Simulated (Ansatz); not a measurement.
# BeTe (F-43m) on a mismatched substrate

```yaml
crystal:
  lattice:
    - [2.80278, 2.80278, 0.00000]
    - [-2.80278, 2.80278, 0.00000]
    - [0.00000, 2.80278, 2.80278]
  atoms:
    - { symbol: Be, position: [0.00000, 0.00000, 0.00000] }
    - { symbol: Te, position: [0.75000, 0.25000, 0.50000] }
```

This cell was relaxed by PAW under PBEsol. A film on a (001) substrate is mimicked by stretching x and y by ε∥; the length along z and the atoms then relax by PAW (default files of Ansatz 0.2.0, cutoff 420 eV, stress met within about 0.05 GPa). Stress and levels come from PBEsol, all-electron LAPW in Ansatz 0.2.0, with spin-orbit coupling; k mesh 8×8×8, fixed occupations, basis error target 0.5 meV/atom. Conduction levels are in eV over the valence top, at fixed fractional wave vectors; spin-orbit pairs are averaged.

```csv
ε∥ (%),ε⊥ (%),"σ∥ (GPa, tension positive)",X ⊥ z,X ∥ z,L (oblique),Γ,2nd valence level at Γ,3rd
-2.0,1.554,-2.33,1.320,1.577,2.725,3.173,-0.138,-1.050
-1.0,0.815,-1.10,1.431,1.559,2.769,3.225,-0.070,-1.000
-0.5,0.393,-0.54,1.486,1.548,2.783,3.250,-0.034,-0.978
0.0,0.000,0.01,1.540,1.540,2.787,3.274,0.000,-0.958
0.5,-0.462,0.52,1.557,1.491,2.751,3.259,-0.036,-0.976
1.0,?,?,?,?,?,?,?,?
2.0,-1.668,2.00,1.610,1.372,2.615,3.213,-0.134,-1.028
```

The last two columns are counted from the highest valence level at Γ.

Task: How does the film contract along z, and how stiff is it in the plane?

Result: Quadratic fits through the 6 rows shown have slopes dε⊥/dε∥ = -0.812 and dσ∥/dε∥ = 107.8 GPa at zero strain. Elasticity asks −2C12/C11 = -0.804 and C11 + C12 − 2C12²/C11 = 108.1 GPa, from PAW constants C11 = 100.2, C12 = 40.3 GPa. At the level of the σ∥ column the films keep up to 0.06 GPa along z against the unstrained cell, and the constants are scalar-relativistic PAW values, so part of the difference is the change of level.

Task: Which shear deformation potential b does the valence splitting give?

Result: The two upper pairs split by 2|b||ε⊥ − ε∥|: 0.0342 eV at ε⊥ − ε∥ = 0.00893 and 0.0363 eV at -0.00962. The mean of the two sides cancels the leading coupling to the split-off band: |b| = 1.90 eV.

Task: And the uniaxial potential of the lowest valleys?

Result: The valley along z moves against those in the plane by Ξu(ε⊥ − ε∥): from 0.0621 to -0.0652 eV between the two smallest strains, so Ξu = 6.86 eV.

Task: Fill the row at ε∥ = 1.0 %.

Result: The fits give ε⊥ = -0.836 % and σ∥ = 1.04 GPa. Computed: ε⊥ (%) = -0.838, σ∥ (GPa, tension positive) = 1.04, X ⊥ z = 1.575, X ∥ z = 1.452, L (oblique) = 2.710, Γ = 3.246, 2nd valence level at Γ = -0.069, 3rd = -0.992. The levels have a kink at zero strain, where another valence state takes the top, so one parabola doesn't fit them.

Task: How fast does the least gap among these points move on each side of zero strain?

Result: dE_g/dε∥ is 107 meV per % on the compressed side and -96 on the stretched side, so the gap falls either way. The lowest conduction level lies at X ⊥ z under the strongest compression and at X ∥ z under the strongest tension.

Caveats: the frozen-core PAW files of the relaxations were fitted under PBE, their cores solved anew for this functional; semilocal gaps are low, and the spacing of valleys can be off by tenths of an eV; levels are read at fixed fractional k, so an edge that moves off these points is missed.
